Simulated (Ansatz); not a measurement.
# CdIn2O4: the cell at several levels of theory

One table from this session's results is given with a row withheld; the runs are named, their logs left out.

Code: Ansatz 0.2.0. PAW datasets, plane waves, zero pressure. Calculated at 0 K for a non-magnetic cell.

## The structure to begin with

It is cubic, Fd-3m (No. 227); conventional cell a = 9.166 Å, 13.75 Å³ an atom. Around Cd lie 4 O at 2.14 Å; around In lie 6 O at 2.20 Å; around O lie 1 Cd at 2.14 Å and 3 In at 2.20 Å.

Coordinates:

```cif
data_structure
_symmetry_space_group_name_H-M 'Fd-3m:1'
_symmetry_Int_Tables_number 227
_cell_length_a 9.1660
_cell_length_b 9.1660
_cell_length_c 9.1660
_cell_angle_alpha 90.000
_cell_angle_beta 90.000
_cell_angle_gamma 90.000
_cell_volume 770.09
loop_
_atom_site_label
_atom_site_type_symbol
_atom_site_symmetry_multiplicity
_atom_site_Wyckoff_symbol
_atom_site_fract_x
_atom_site_fract_y
_atom_site_fract_z
_atom_site_occupancy
Cd1 Cd 8 b 0.00000 0.00000 0.50000 1
In1 In 16 c 0.12500 0.12500 0.12500 1
O1 O 32 e 0.36500 0.36500 0.36500 1
```

The first run:

Contents of input.yaml:

```yaml
crystal:
  lattice:
    - [0.0, 4.583, 4.583]
    - [4.583, 0.0, 4.583]
    - [4.583, 4.583, 0.0]
  atoms:
    - { symbol: Cd, position: [0.0, 0.0, 0.0] }
    - { symbol: Cd, position: [0.25, 0.25, 0.25] }
    - { symbol: In, position: [0.625, 0.625, 0.625] }
    - { symbol: In, position: [0.125, 0.625, 0.625] }
    - { symbol: In, position: [0.625, 0.625, 0.125] }
    - { symbol: In, position: [0.625, 0.125, 0.625] }
    - { symbol: O, position: [0.865, 0.865, 0.865] }
    - { symbol: O, position: [0.845, 0.385, 0.385] }
    - { symbol: O, position: [0.865, 0.865, 0.405] }
    - { symbol: O, position: [0.385, 0.845, 0.385] }
    - { symbol: O, position: [0.405, 0.865, 0.865] }
    - { symbol: O, position: [0.385, 0.385, 0.385] }
    - { symbol: O, position: [0.865, 0.405, 0.865] }
    - { symbol: O, position: [0.385, 0.385, 0.845] }
kpoints:
  mp_grid: { grid: [4, 4, 4] }
hamiltonian:
  xc: pbe
scf:
  occupations: { method: fermi_dirac, width: 0.02 }
relax:
  f_tol: 0.005
  cell: {}
output:
  write_density: true
  write_potential: true
  elf: true
  volumetric_format: npy
```

The run is started by

```console
> ansatz run input.yaml --threads 8 --pin off --max-ram 20275MiB --backend cpu --events-out ev --progress --plain --runs-dir out
```

Steps of the session up to this table: Relaxing with PBE; Relaxing with r2SCAN; PBEsol: cell and atoms; Relaxation with LDA.

One of the session's tables, all rows but one given; the rest of the session is left out.

```
 level  a (Å)  volume (Å³/atom)
   PBE  9.315            14.433
r2SCAN  9.201            13.908
PBEsol      ?                 ?
   LDA  9.093            13.424
```

Estimate the missing values for PBEsol.

The run gave: a (Å): 9.191; volume (Å³/atom): 13.864. In the column «a (Å)» it lies between LDA (9.093) and r2SCAN (9.201).

What this shows: From the start to the first minimum the volume moved by +5.0 %. The volume runs from LDA (least) to PBE (most), a spread of 7.5 %, or 2.4 % in length if all axes shared it alike.
